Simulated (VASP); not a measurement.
# BaS (Fm-3m) in VASP: a series of runs

Runs on BaS. Level: PBEsol. Tasks: single point.

Everything below comes from runs of VASP 6.6.1. Logs are shortened: lines on timing, memory, paths and dates and some standing lists are left out, and cuts for length are marked.

**Measured values to compare with.**

From a printed reference work, monograph, original work of 1988, for a bulk crystal of BaS at 2 K: band gap 3.806 eV (indirect).

The results are compared with them further down.

### 1 The cell of the first run

It takes space group Fm-3m (No. 225, cubic). Conventional cell: a = 6.121 Å, b = 6.121 Å, c = 6.121 Å, α = 90.00°, β = 90.00°, γ = 90.00°. Within 4.0 Å of Ba (site symmetry m-3m) lie 6 S at 3.06 Å. Within 4.0 Å of S (site symmetry m-3m) lie 6 Ba at 3.06 Å.

### 2 Single point, PBEsol

The input, INCAR:

```
SYSTEM = BaS
  PREC = Accurate
  ENCUT = 520
  EDIFF = 1E-7
  ISMEAR = 0
  SIGMA = 0.01
  LREAL = .False.
  LASPH = .True.
  NELM = 60
  ALGO = Normal
  ISIF = 2
  LWAVE = .False.
  LCHARG = .False.
  GGA = PS
  NBANDS = 15
```

The input, KPOINTS:

```
regular mesh
0
Gamma
  6 6 6
  0 0 0
```

The input, POSCAR:

```
BaS
1.0
    0.0000000000      3.0605194337      3.0605194337
    3.0605194337      0.0000000000      3.0605194337
    3.0605194337      3.0605194337      0.0000000000
Ba S
1 1
Direct
    0.0000000000      0.0000000000      0.0000000000
    0.5000000000      0.5000000000      0.5000000000
```

Potentials or basis: VASP PAW PBE potentials, release 64 (Ba_sv, S).

Started as:

```sh
$ cat potpaw_PBE.64/Ba_sv/POTCAR potpaw_PBE.64/S/POTCAR > POTCAR
$ mpirun -np 1 vasp_std > vasp.out
```

OUTCAR:

```text
SYSTEM = BaS
   PREC = Accurate
   ENCUT = 520
   EDIFF = 1E-7
   ISMEAR = 0
   LREAL = .False.
   LASPH = .True.
   NELM = 60
   ISIF = 2
   GGA = PS

 ion  position               nearest neighbor table
   1  0.000  0.000  0.000-   2 3.06   2 3.06   2 3.06   2 3.06   2 3.06   2 3.06
   2  0.500  0.500  0.500-   1 3.06   1 3.06   1 3.06   1 3.06   1 3.06   1 3.06

  LATTYP: Found a face centered cubic cell.
 ALAT       =     6.1210388674

  Lattice vectors:

 A1 = (   0.0000000000,   3.0605194337,   3.0605194337)
 A2 = (   3.0605194337,   0.0000000000,   3.0605194337)
 A3 = (   3.0605194337,   3.0605194337,   0.0000000000)

Analysis of symmetry for initial positions (statically):
=====================================================================
 Subroutine PRICEL returns:
 Original cell was already a primitive cell.

 Routine SETGRP: Setting up the symmetry group for a
 face centered cubic supercell.

 Subroutine GETGRP returns: Found 48 space group operations
[... 9 lines left out ...]

 Routine SETGRP: Setting up the symmetry group for a
 face centered cubic supercell.

 Subroutine GETGRP returns: Found 48 space group operations
[... 11 lines left out ...]
                                     Primitive cell

  volume of cell :      57.3344

  direct lattice vectors                    reciprocal lattice vectors
     0.000000000  3.060519434  3.060519434    -0.163370961  0.163370961  0.163370961
     3.060519434  0.000000000  3.060519434     0.163370961 -0.163370961  0.163370961
     3.060519434  3.060519434  0.000000000     0.163370961  0.163370961 -0.163370961

  length of vectors
     4.328228091  4.328228091  4.328228091     0.282966804  0.282966804  0.282966804

  position of ions in fractional coordinates (direct lattice)
     0.000000000  0.000000000  0.000000000
     0.500000000  0.500000000  0.500000000

  ion indices of the primitive-cell ions
   primitive index   ion index
                 1           1
                 2           2

----------------------------------------------------------------------------------------

 KPOINTS: regular mesh

Automatic generation of k-mesh.
 Grid dimensions read from file:
 generate k-points for:    6    6    6

 Generating k-lattice:

  Cartesian coordinates                     Fractional coordinates (reciprocal lattice)
    -0.027228493  0.027228493  0.027228493     0.166666667  0.000000000  0.000000000
     0.027228493 -0.027228493  0.027228493     0.000000000  0.166666667  0.000000000
     0.027228493  0.027228493 -0.027228493     0.000000000  0.000000000  0.166666667

  Length of vectors
     0.047161134  0.047161134  0.047161134
[... 54 lines left out ...]
   TEBEG  =    0.0;   TEEND  =   0.0 temperature during run
   PSTRESS=    0.0 pullay stress
   NELECT =      16.0000    total number of electrons
   NUPDOWN=      -1.0000    fix difference up-down
   EMIN   =  10.00;   EMAX   =-10.00  energy-range for DOS
   EFERMI =   0.00;   METHOD = LEGACY
   ISMEAR =     0;   SIGMA  =   0.01  broadening in eV -4-tet -1-fermi 0-gaus
   EFERMI_NEDOS =   21; number of points for ismear=-14 and -15
   IALGO  =     38    algorithm
   IMIX   =      4    mixing-type and parameters
     AMIX     =   0.40;   BMIX     =  1.00
     AMIX_MAG =   1.60;   BMIX_MAG =  1.00
  volume/ion in A,a.u.               =      28.67       193.46
  Fermi-wavevector in a.u.,A,eV,Ry     =   1.069817  2.021662 15.571996  1.144509
  Thomas-Fermi vector in A             =   2.205509
   LORBIT       =      0    0 simple, 1 ext, 2 COOP (PROOUT), +10 PAW based schemes
   GGA     = PS    functional components
   LHFCALC =     F    Hartree Fock is set to
   AEXX    =    0.0000 exact exchange contribution
   IVDW    =     0    specifies the selected vdW correction
   LEPSILON=     F    determine dielectric tensor
   LRPA    =     F    only Hartree local field effects (RPA)
 non-spin polarized calculation
 Gauss-broadening in eV      SIGMA  =   0.01
  energy-cutoff  :      520.00
  volume of cell :       57.33
 maximum number of plane-waves:      1572
   NGX = 17   NGY = 17   NGZ = 17

 number of electron      15.9999999 magnetization

 Free energy of the ion-electron system (eV)
  ---------------------------------------------------
  ext. energy  EPLUGINS =         0.00000000
  ---------------------------------------------------
  free energy    TOTEN  =       -10.58088620 eV

  energy without entropy =      -10.58088620  energy(sigma->0) =      -10.58088620

 E-fermi :   2.1742     XC(G=0):  -9.3683

 val. band max:        2.0676095471   @ k =   0.0000   0.0000   0.0000
 cond. band min:       3.7679116142   @ k =   0.5000   0.5000   0.0000
 fundamental gap:      1.7003020670
 Fermi energy:         2.1741861812

 k-point     1 :       0.0000    0.0000    0.0000
  band No.  band energies     occupation
      1     -23.6135      2.00000
      2      -8.6290      2.00000
      3      -8.6290      2.00000
      4      -8.6290      2.00000
      5      -8.4950      2.00000
      6       2.0676      2.00000
      7       2.0676      2.00000
      8       2.0676      2.00000
      9       5.8134      0.00000
     10       5.8134      0.00000
     11       5.8134      0.00000
     12       6.1286      0.00000
     13       6.9144      0.00000
     14       6.9144      0.00000
[... 257 lines left out ...]
      2      -9.5292      2.00000
      3      -9.3065      2.00000
      4      -9.0678      2.00000
      5      -7.6069      2.00000
      6       0.9937      2.00000
      7       1.6716      2.00000
      8       1.7362      2.00000
      9       5.0768      0.00000
     10       7.7911      0.00000
     11       8.7936      0.00000
     12       9.6329      0.00000
     13      10.2671      0.00000
     14      11.2364      0.00000
     15      12.6905      0.00000

------------------------ aborting loop because EDIFF is reached ----------------------------------------

  FORCE on cell =-STRESS in cart. coord.  units (eV):
  Direction    XX          YY          ZZ          XY          YZ          ZX
  --------------------------------------------------------------------------------------
  -------------------------------------------------------------------------------------
  Total        2.4845569      2.4845569      2.4845569      0.0000000      0.0000000     -0.0000000
  in kB       69.4295109     69.4295109     69.4295109      0.0000000      0.0000000     -0.0000000
  external PRESSURE =      69.4295109 kB  Pullay stress =       0.0000000 kB

 VOLUME and BASIS-vectors are now :
 -----------------------------------------------------------------------------
  energy-cutoff  :      520.00
  volume of cell :       57.33
      direct lattice vectors                 reciprocal lattice vectors
     0.000000000  3.060519434  3.060519434    -0.163370961  0.163370961  0.163370961
     3.060519434  0.000000000  3.060519434     0.163370961 -0.163370961  0.163370961
     3.060519434  3.060519434  0.000000000     0.163370961  0.163370961 -0.163370961

 POSITION                                       TOTAL-FORCE (eV/Angst)
 -----------------------------------------------------------------------------------
      0.00000      0.00000      0.00000        -0.000000      0.000000      0.000000
      3.06052      3.06052      3.06052         0.000000      0.000000      0.000000
 -----------------------------------------------------------------------------------
    total drift:                                0.000000     -0.000000     -0.000000

  FREE ENERGIE OF THE ION-ELECTRON SYSTEM (eV)
  ---------------------------------------------------
  free  energy   TOTEN  =       -10.5808861954 eV

  energy  without entropy=      -10.5808861954  energy(sigma->0) =      -10.58088620
```

OSZICAR:

```text
N       E                     dE             d eps       ncg     rms          rms(c)
DAV:   1     0.762899682635E+02    0.76290E+02   -0.70106E+03   480   0.943E+02
DAV:   2    -0.666842549730E+01   -0.82958E+02   -0.74145E+02   648   0.169E+02
DAV:   3    -0.109182111826E+02   -0.42498E+01   -0.42172E+01   642   0.402E+01
DAV:   4    -0.109953375625E+02   -0.77126E-01   -0.77118E-01   594   0.563E+00
DAV:   5    -0.109976291554E+02   -0.22916E-02   -0.22916E-02   656   0.827E-01    0.577E+00
DAV:   6    -0.105907153348E+02    0.40691E+00   -0.51774E-01   564   0.447E+00    0.398E+00
DAV:   7    -0.105778484187E+02    0.12867E-01   -0.13915E-01   621   0.213E+00    0.196E+00
DAV:   8    -0.105810434505E+02   -0.31950E-02   -0.17581E-02   522   0.877E-01    0.210E-01
DAV:   9    -0.105806713355E+02    0.37211E-03   -0.29843E-03   571   0.371E-01    0.847E-02
DAV:  10    -0.105808448267E+02   -0.17349E-03   -0.36387E-04   550   0.146E-01    0.335E-02
DAV:  11    -0.105808858678E+02   -0.41041E-04   -0.94638E-05   564   0.679E-02    0.169E-02
DAV:  12    -0.105808862568E+02   -0.38907E-06   -0.43440E-06   621   0.115E-02    0.987E-03
DAV:  13    -0.105808861954E+02    0.61475E-07   -0.41488E-07   571   0.440E-03
   1 F= -.10580886E+02 E0= -.10580886E+02  d E =-.366684E-53
```

Wall time 5.4 s (1 thread of Intel Xeon 6975P-C (Granite Rapids), shared host); peak memory 0.18 GiB.

Results:

- Free energy: -10.5809 eV
- Pressure: 6.9 GPa
- Band gap on the k mesh: 1.70 eV, indirect (least direct gap 1.75 eV)

Levels at points of the mesh, in eV from the valence-band top:
| k point | band 4 | band 5 | band 6 | band 7 | band 8 | band 9 | band 10 | band 11 | band 12 | band 13 |
| --- | --- | --- | --- | --- | --- | --- | --- | --- | --- | --- |
| (0.00, 0.00, 0.00) | -10.70 | -10.56 | 0.00 | 0.00 | 0.00 | 3.75 | 3.75 | 3.75 | 4.06 | 4.85 |
| (0.50, 0.00, 0.00) | -10.75 | -8.63 | -2.30 | -1.39 | -1.39 | 5.89 | 5.90 | 6.73 | 6.73 | 9.23 |
| (0.50, 0.50, 0.00) | -11.01 | -10.51 | -0.33 | -0.05 | -0.05 | 1.70 | 6.20 | 6.74 | 8.17 | 8.17 |

Caveat: the PAW data sets were made with another functional, which shifts forces and pressure a little; spin-orbit coupling is left out, which moves the levels of the heavy elements. A k mesh can miss the band edges.

### 3 Single point, PBEsol

This run uses another cell than the first one, of 29.97 Å³/atom, 1.045 times its volume.

The input, INCAR:

```
PREC     = Accurate       # precision mode
ENCUT    = 520            # plane-wave cutoff, eV
EDIFF    = 1E-6           # SCF threshold, eV
ISMEAR   = 0              # smearing method
SIGMA    = 0.01           # smearing width, eV
LREAL    = False          # projectors in reciprocal space
LASPH    = True           # aspherical terms in the spheres
NELM     = 100            # most SCF steps
ALGO     = Normal         # electronic algorithm
ISIF     = 2              # what is computed and relaxed
LWAVE    = False          # write WAVECAR
LCHARG   = True           # write CHGCAR
GGA      = PS             # functional
LELF     = True           # ELF
LVHAR    = True         
NBANDS   = 15             # bands
```

The input, KPOINTS:

```
regular mesh
0
Gamma
  6 6 6
```

The input, POSCAR:

```
BaS
1.0
    0.0000000000      3.1062055637      3.1062055637
    3.1062055637      0.0000000000      3.1062055637
    3.1062055637      3.1062055637      0.0000000000
Ba S
1 1
Direct
    0.0000000000      0.0000000000      0.0000000000
    0.5000000000      0.5000000000      0.5000000000
```

Potentials or basis: VASP PAW PBE potentials, release 64 (Ba_sv, S).

Started as:

```sh
$ cat potpaw_PBE.64/Ba_sv/POTCAR potpaw_PBE.64/S/POTCAR > POTCAR
$ mpirun -np 1 vasp_std > vasp.out
```

OUTCAR:

```text
PREC = Accurate
   ENCUT = 520
   EDIFF = 1E-6
   ISMEAR = 0
   LREAL = False
   LASPH = True
   NELM = 100
   ISIF = 2
   GGA = PS

 ion  position               nearest neighbor table
   1  0.000  0.000  0.000-   2 3.11   2 3.11   2 3.11   2 3.11   2 3.11   2 3.11
   2  0.500  0.500  0.500-   1 3.11   1 3.11   1 3.11   1 3.11   1 3.11   1 3.11

  LATTYP: Found a face centered cubic cell.
 ALAT       =     6.2124111274

  Lattice vectors:

 A1 = (   0.0000000000,   3.1062055637,   3.1062055637)
 A2 = (   3.1062055637,   0.0000000000,   3.1062055637)
 A3 = (   3.1062055637,   3.1062055637,   0.0000000000)

Analysis of symmetry for initial positions (statically):
=====================================================================
 Subroutine PRICEL returns:
 Original cell was already a primitive cell.

 Routine SETGRP: Setting up the symmetry group for a
 face centered cubic supercell.

 Subroutine GETGRP returns: Found 48 space group operations
 (whereof 48 operations were pure point group operations)
 out of a pool of 48 trial point group operations.

The static configuration has the point symmetry O_h .

Analysis of symmetry for dynamics (positions and initial velocities):
[... 167 lines left out ...]
      8       1.8016      2.00000
      9       5.5701      0.00000
     10       5.5701      0.00000
     11       5.5701      0.00000
     12       5.6255      0.00000
     13       6.6179      0.00000
     14       6.6179      0.00000
[... 257 lines left out ...]
      2      -9.7566      2.00000
      3      -9.6004      2.00000
      4      -9.3956      2.00000
      5      -7.9343      2.00000
      6       0.7834      2.00000
      7       1.3409      2.00000
      8       1.4395      2.00000
      9       4.8490      0.00000
     10       7.4346      0.00000
     11       8.3210      0.00000
     12       9.1345      0.00000
     13       9.7572      0.00000
     14      10.6340      0.00000
     15      12.1049      0.00000

------------------------ aborting loop because EDIFF is reached ----------------------------------------

  FORCE on cell =-STRESS in cart. coord.  units (eV):
  Direction    XX          YY          ZZ          XY          YZ          ZX
  --------------------------------------------------------------------------------------
  -------------------------------------------------------------------------------------
  Total        1.4461572      1.4461572      1.4461572      0.0000000      0.0000000     -0.0000000
  in kB       38.6549848     38.6549848     38.6549848      0.0000000      0.0000000     -0.0000000
  external PRESSURE =      38.6549848 kB  Pullay stress =       0.0000000 kB

 VOLUME and BASIS-vectors are now :
 -----------------------------------------------------------------------------
  energy-cutoff  :      520.00
  volume of cell :       59.94
      direct lattice vectors                 reciprocal lattice vectors
     0.000000000  3.106205564  3.106205564    -0.160968097  0.160968097  0.160968097
     3.106205564  0.000000000  3.106205564     0.160968097 -0.160968097  0.160968097
     3.106205564  3.106205564  0.000000000     0.160968097  0.160968097 -0.160968097

 POSITION                                       TOTAL-FORCE (eV/Angst)
 -----------------------------------------------------------------------------------
      0.00000      0.00000      0.00000         0.000000      0.000000     -0.000000
      3.10621      3.10621      3.10621         0.000000      0.000000      0.000000
 -----------------------------------------------------------------------------------
    total drift:                                0.000000      0.000000      0.000000

  FREE ENERGIE OF THE ION-ELECTRON SYSTEM (eV)
  ---------------------------------------------------
  free  energy   TOTEN  =       -10.6682016846 eV

  energy  without entropy=      -10.6682016846  energy(sigma->0) =      -10.66820168
```

Run time: 9 s. Hardware: 1 thread of Intel Xeon 6975P-C (Granite Rapids), shared host; peak memory 0.2 GiB.

Results:

```
Free energy            : -10.6682 eV
Pressure               : 3.9 GPa
Band gap on the k mesh : 1.81 eV, indirect (least direct gap 1.89 eV)
```

Caveat: the PAW data sets were made with another functional, which shifts forces and pressure a little; spin-orbit coupling is left out, which moves the levels of the heavy elements. A hybrid or GW would open this gap; PBEsol tends to underestimate it.

[end of part 1 of 2]
